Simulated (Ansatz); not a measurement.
## Calculated with Ansatz: BaTiO3, relaxation

Launch command:

```bash
ansatz run input.yaml --threads 2 --pin off --max-ram 4096MiB --backend cpu --events-out ev --progress --plain --runs-dir out
```

Input:

```yaml
crystal:
  lattice:
    - [3.97853527, 0.0, 0.0]
    - [0.0, 7.95707055, 0.0]
    - [0.0, 0.0, 4.01192646]
  atoms:
    - { symbol: Ti, position: [0.5, 0.25, 0.51] }
    - { symbol: Ti, position: [0.5, 0.75, 0.51] }
    - { symbol: O, position: [0.5, 0.0, 0.479] }
    - { symbol: O, position: [0.5, 0.5, 0.479] }
    - { symbol: O, position: [0.0, 0.25, 0.479] }
    - { symbol: O, position: [0.0, 0.75, 0.479] }
    - { symbol: O, position: [0.5, 0.25, 0.978] }
    - { symbol: O, position: [0.5, 0.75, 0.978] }
    - { symbol: Ba, position: [0.0, 0.0, 0.0] }
    - { symbol: Ba, position: [0.0, 0.5, 0.0] }
kpoints:
  mp_grid: { grid: [5, 3, 5], shift: [0, 0, 0] }
magnetization:
  spin_polarized: true
scf:
  occupations: { method: fermi_dirac, width: 0.0132 }
  lower_state_search: "off"
hamiltonian:
  pseudopotentials: { kind: paw }
  xc: r2scan
  hubbard:
    projectors: all-electron-ortho-atomic
    sites: [{ species: Ti, l: d, u_eff: 4.02 }]
basis:
  ecutwfc: 500
  fft_grid_basis: typed
relax:
  max_steps: 40
  cell: { p_target: 0.0 }
  f_tol: 0.03
output:
  forces: true
  stress: true
  eigenvalues: true
  populations: true
  elf: true
  write_potential: true
  volumetric_format: npy
  dos:
    e_range: [-12, 8]
    de: 0.05
    projected: { site_lists: { Ba: [Ba], O: [O], Ti: [Ti] } }
  write_density: true
  bader: false
checkpoint:
  read: saved_state
```

Origin of the cell: a database entry, scaled a little.

The saved state is a converged single point of the same cell.

Output (shortened):

```
Ti: projections on atomic orbitals take those of the free atom [Ne] 3s2 3p6 3d2 4s2, of charge +0.00 (hamiltonian.pseudopotentials.projection_atoms); the dataset's partial waves leave at most […]
O: projections on atomic orbitals take those of the free atom [He] 2s2 2p4, of charge +0.00 (hamiltonian.pseudopotentials.projection_atoms); the dataset's partial waves leave at most 1.9e-8 o […]
Ba: projections on atomic orbitals take those of the free atom [Kr 4d10] 5s2 5p6 6s2, of charge +0.00 (hamiltonian.pseudopotentials.projection_atoms); the dataset's partial waves leave at mos […]
band count auto-derived: 52 (N_el = 80.0; filled up to band 40; 50 by the electrons, moments and atoms)
Pseudopotentials: kind: paw
Pseudopotential: Ti, paw, valence charge 12, recommended cutoff 500 eV (meta_gga), Ti.paw.azcp
Pseudopotential: O, paw, valence charge 6, recommended cutoff 500 eV (meta_gga), O.paw.azcp
Pseudopotential: Ba, paw, valence charge 10, recommended cutoff 500 eV (meta_gga), Ba.paw.azcp
Functional definition: r2SCAN
  exchange = r2scan_x(k0 = k0, k1 = k1, a1 = a1)
  correlation = r2scan_c
[… 16 lines left out …]
Initial density: read from a saved state, or passed on in memory by an earlier SCF of this step, an earlier step, the calling program or the single point that the run made first
Functional: x = r2scan, c = r2scan; τ floored in thin density (d = 2e-4 eV/Å³)
SCF iter   1: F=-20360.808010 eV  HF=-20360.775704 eV  Δρ=2.26e-3  dr2=1.96e-3  dr2_τ=1.87e-3  dr2_m=0.00e0  M=0.000 μB ∫|m|=0.000 μB
SCF iter   2: F=-20360.809203 eV  HF=-20360.801464 eV  Δρ=1.63e-3  dr2=9.02e-4  dr2_τ=6.28e-4  dr2_m=0.00e0  M=0.000 μB ∫|m|=0.000 μB
SCF iter   3: F=-20360.809373 eV  HF=-20360.808837 eV  Δρ=5.29e-4  dr2=3.18e-4  dr2_τ=6.74e-5  dr2_m=0.00e0  M=0.000 μB ∫|m|=0.000 μB
SCF iter   4: F=-20360.809552 eV  HF=-20360.809571 eV  Δρ=7.94e-5  dr2=2.78e-5  dr2_τ=9.25e-7  dr2_m=0.00e0  M=0.000 μB ∫|m|=0.000 μB
SCF iter   5: F=-20360.809559 eV  HF=-20360.809559 eV  Δρ=2.00e-5  dr2=8.84e-7  dr2_τ=2.99e-8  dr2_m=0.00e0  M=0.000 μB ∫|m|=0.000 μB
SCF iter   6: F=-20360.809559 eV  HF=-20360.809559 eV  Δρ=7.85e-6  dr2=3.24e-7  dr2_τ=9.10e-9  dr2_m=0.00e0  M=0.000 μB ∫|m|=0.000 μB
SCF iter   7: F=-20360.809559 eV  HF=-20360.809559 eV  Δρ=3.63e-6  dr2=7.77e-8  dr2_τ=1.43e-9  dr2_m=0.00e0  M=0.000 μB ∫|m|=0.000 μB
relax step   1: F+E_penalty+E_count = -20360.809559 eV  Δ(F+E_penalty+E_count) = +0.000e0 eV  max|allowed force component| = 2.078e-1 eV/Å  Δτ_max = 0.0000 Å  P = +3.043 GPa  Ω = 127.008 Å³ […]
relax step   2: F+E_penalty+E_count = -20360.840253 eV  Δ(F+E_penalty+E_count) = -3.069e-2 eV  max|allowed force component| = 6.098e-2 eV/Å  Δτ_max = 0.0248 Å  P = -0.625 GPa  Ω = 129.758 Å³ […]
relax step   3: F+E_penalty+E_count = -20360.842573 eV  Δ(F+E_penalty+E_count) = -2.320e-3 eV  max|allowed force component| = 1.449e-2 eV/Å  Δτ_max = 0.0054 Å  P = -0.019 GPa  Ω = 129.276 Å³ […]
relax step   4: F+E_penalty+E_count = -20360.842647 eV  Δ(F+E_penalty+E_count) = -7.327e-5 eV  max|allowed force component| = 9.518e-3 eV/Å  Δτ_max = 0.0005 Å  P = +0.011 GPa  Ω = 129.252 Å³ […]
relax step   5: F+E_penalty+E_count = -20360.842683 eV  Δ(F+E_penalty+E_count) = -3.664e-5 eV  max|allowed force component| = 7.315e-3 eV/Å  Δτ_max = 0.0016 Å  P = +0.023 GPa  Ω = 129.248 Å³ […]
relax step   6: F+E_penalty+E_count = -20360.843544 eV  Δ(F+E_penalty+E_count) = -8.602e-4 eV  max|allowed force component| = 7.254e-3 eV/Å  Δτ_max = 0.0000 Å  P = +0.018 GPa  Ω = 129.248 Å³  stress off target by 1.98e-2 GPa […]
SCF 6 converged in 7 iterations: F = -20360.843544 eV  dr2 = 4.63e-12
basis re-selected at this cell: Δ(F+E_penalty+E_count) = -8.602e-4 eV, ΔP = -0.005 GPa vs the last step (what re-selecting the basis moved, of the pressure what is left beyond the Pulay corre […]
SCF converged after 7 iterations
Magnetization: 0.0000 μB (40.0000 up, 40.0000 down)
Absolute magnetization: 0.0000 μB (∫|ρ↑−ρ↓|)
Spin contamination: 0.0000 ħ² per cell (⟨S²⟩ above its minimum at these occupations)
Per-site moments (μB) at R_I (Å): [(0.0, 0.777854), (0.0, 0.777854), (0.0, 0.825260), (0.0, 0.825260), (0.0, 0.825273), (0.0, 0.825273), (0.0, 0.777854), (0.0, 0.777854), (0.0, 1.157448), (0.0, 1.157448)]
Free energy (F): -20360.843544 eV
Harris-Foulkes:  -20360.843544 eV  (|F-HF|=7.28e-12)
Internal energy: -20360.843544 eV  (E = F + TS)
E sigma→0 (E₀):  -20360.843544 eV
Fermi energy:    11.428812 eV
--- Per-component energies (eV) ---
  E_band       = -361.354343
  E_kinetic    = 1946.452864
  E_local      = -4206.362137  (includes V_loc(G=0)·N_el)
  E_nonlocal   = 395.855670
  E_hartree    = 1636.374531
  E_xc         = -951.315658
  E_vxc        = -1209.257610  (∫ρ·V_xc dr)
  E_hubbard    = 6.547325  (on-site DFT+U / exact-exchange correction)
  E_vhub       = 4.626590  (the Hubbard potential's part of the band-sum identity)
  E_paw        = -13568.272794  (= ΣΔE_a)
  E_vpaw       = -638.907667  (= ΣTr[D̂ρ^β])
  E_aug_tail   = 0.006267  (compensation charges beyond the density's cutoff)
  E_vtau       = 73.482637  (kinetic-family band-sum trace: ∫τ·v_τ [+ j·A + Jᵃ·Aᵃ] dr)
  E_ewald      = -5619.571884
  E_core_change = -0.557728  (= ΣΔE_core)
  E_smearing   = -0.000000  (= −TS)
  Σ components = -20360.843544   (vs F -20360.843544, Δ=0.00e0)
--- Forces (eV/Å), atoms counted from 1 ---
  atom   1  Ti    -0.000000    -0.000000     0.006235
  atom   2  Ti    -0.000000    -0.000000     0.006235
  atom   3  O      0.000000    -0.000000     0.002125
  atom   4  O      0.000000    -0.000000     0.002125
  atom   5  O      0.000000    -0.000000     0.002384
  atom   6  O      0.000000    -0.000000     0.002384
  atom   7  O     -0.000000     0.000000    -0.003479
  atom   8  O     -0.000000     0.000000    -0.003479
  atom   9  Ba     0.000000     0.000000    -0.007251
  atom  10  Ba     0.000000     0.000000    -0.007251
  max |Σ_I F_I| component: 2.46e-5 eV/Å
--- Stress (GPa, compression-positive) ---
        0.018893      -0.000000       0.000000
       -0.000000       0.019752       0.000000
        0.000000       0.000000       0.016195
  P = ⅓ Tr σ = 0.0183 GPa (0.183 kbar)
Occupation matrices written to <dir>
--- Relaxed structure (5 steps of the walk, 5 accepted, 1 SCFs on fresh bases) ---
  F+E_penalty+E_count = -20360.843544 eV   max|allowed force component| = 7.254e-3 eV/Å   (the final SCF, on the basis selected at the relaxed cell)
  cell:  # Å, volume = 129.2482 Å³
    - [3.996361, -9.906e-19, -2.884e-18]
    - [-1.981e-18, 7.992763, 0.0]
    - [-2.908e-18, 0.0, 4.046345]
  atoms:
    - { symbol: Ti, position: [0.500000, 0.250000, 0.508090] }
    - { symbol: Ti, position: [0.500000, 0.750000, 0.508090] }
    - { symbol: O, position: [0.500000, 0.0, 0.483677] }
    - { symbol: O, position: [0.500000, 0.500000, 0.483677] }
    - { symbol: O, position: [-2.504e-19, 0.250000, 0.483475] }
    - { symbol: O, position: [-2.504e-19, 0.750000, 0.483475] }
    - { symbol: O, position: [0.500000, 0.250000, 0.974117] }
    - { symbol: O, position: [0.500000, 0.750000, 0.974117] }
    - { symbol: Ba, position: [1.880e-19, 0.0, -0.003360] }
    - { symbol: Ba, position: [1.880e-19, 0.500000, -0.003360] }
--- Löwdin populations: 10 sites ---
  site symbol       q [e]    m [muB]
     0     Ti     10.5248     0.0000
     1     Ti     10.5248     0.0000
     2      O      6.9701     0.0000
     3      O      6.9701     0.0000
     4      O      6.9702     0.0000
     5      O      6.9702     0.0000
     6      O      6.9537     0.0000
     7      O      6.9537     0.0000
     8     Ba      8.2203     0.0000
     9     Ba      8.2203     0.0000
  spilling = 0.009022 (of n_electrons = 80.000000)
```

Before:

Space group P4mm (No. 99); the run's cell has a = 3.979 Å, b = 7.957 Å, c = 4.012 Å, α = 90.00°, β = 90.00°, γ = 90.00°. Shortest distances: O–Ti 1.88 Å, Ba–O 2.77 Å, O–O 2.81 Å, Ba–Ti 3.43 Å.

The relaxed structure.

Space group P4mm (No. 99); the run's cell has a = 3.996 Å, b = 7.993 Å, c = 4.046 Å, α = 90.00°, β = 90.00°, γ = 90.00°. Shortest distances: O–Ti 1.89 Å, Ba–O 2.81 Å, O–O 2.82 Å, Ba–Ti 3.45 Å.

```yaml
Free_energy_lowered_by: 3.4 meV/atom
Volume_change: 1.76 %
Final_pressure: 0.02 GPa
Relaxation_steps_listed: 6
```

Caveats: spin is on but no moment was typed; the relaxation held the start's symmetry, so the end may be a saddle point.

The run took 120 s on 2 threads of Arm Neoverse V1, on a shared host, peak memory 0.76 GiB, from a saved density.
